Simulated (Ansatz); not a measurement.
NaBr (rock salt)

```
CELL_PARAMETERS angstrom
      0.00000     6.03598     6.03598
      3.01799     3.01799     6.03598
      3.01799     3.01799     0.00000
ATOMIC_POSITIONS crystal
  Br 0.00000 0.00000 0.00000
  Br 0.50000 0.00000 0.00000
  Na 0.00000 0.50000 0.50000
  Na 0.50000 0.50000 0.50000
```

A phonon eigenvector at X = (0.5, 0.5, 0.0) is frozen into this cell: atom i moves by Q times the vector below, so Q is the largest atomic displacement, in Å. The cell is held. (q is in reciprocal vectors of the primitive cell; the cell shown is doubled to hold the pattern.)

```
atom      x      y       z
----  -----  -----  ------
Br1   0.000  0.000   1.000
Br2   0.000  0.000  -1.000
Na3   0.000  0.000   0.805
Na4   0.000  0.000  -0.805
```

Method: PBE (plane waves to 420 eV, PAW, scalar-relativistic; Ansatz, an electronic-structure program). k mesh 10×10×10 (Γ-centred), Fermi-Dirac smearing 0.05 eV. E stands for the smeared free energy. NaBr was relaxed with its symmetry unable to fall. The zero of ΔE is the undisplaced structure.

```json
[
 {"Q (Å)": "-0.2800", "ΔE (meV/cell)": "226.0"},
 {"Q (Å)": "-0.2333", "ΔE (meV/cell)": "154.9"},
 {"Q (Å)": "-0.1867", "ΔE (meV/cell)": "98.0"},
 {"Q (Å)": "-0.1400", "ΔE (meV/cell)": "withheld"},
 {"Q (Å)": "-0.0933", "ΔE (meV/cell)": "24.1"},
 {"Q (Å)": "-0.0467", "ΔE (meV/cell)": "6.0"},
 {"Q (Å)": "0.0000", "ΔE (meV/cell)": "0.0"},
 {"Q (Å)": "0.0467", "ΔE (meV/cell)": "6.0"},
 {"Q (Å)": "0.0933", "ΔE (meV/cell)": "24.1"},
 {"Q (Å)": "0.1400", "ΔE (meV/cell)": "withheld"},
 {"Q (Å)": "0.1867", "ΔE (meV/cell)": "98.0"},
 {"Q (Å)": "0.2333", "ΔE (meV/cell)": "154.9"},
 {"Q (Å)": "0.2800", "ΔE (meV/cell)": "226.0"}
]
```

### Question
Fit an even polynomial form (powers 2, 4) to the given rows and predict ΔE at Q = -0.1400.

### Answer
Least squares on the 11 given rows: ΔE = (2757)·Q² + (1605)·Q⁴, in meV/cell with Q in Å; root-mean-square residual 0.04 meV/cell. At -0.1400 the fit gives 54.7 meV/cell; the calculation gives 54.6 meV/cell, so the interpolation is off by 0.1 (+0.2 %). The quadratic term alone would give 54.0 meV/cell.

(A displaced cell: forces are minus the slopes of the energy, force constants its curvatures, and phonons follow from these.)
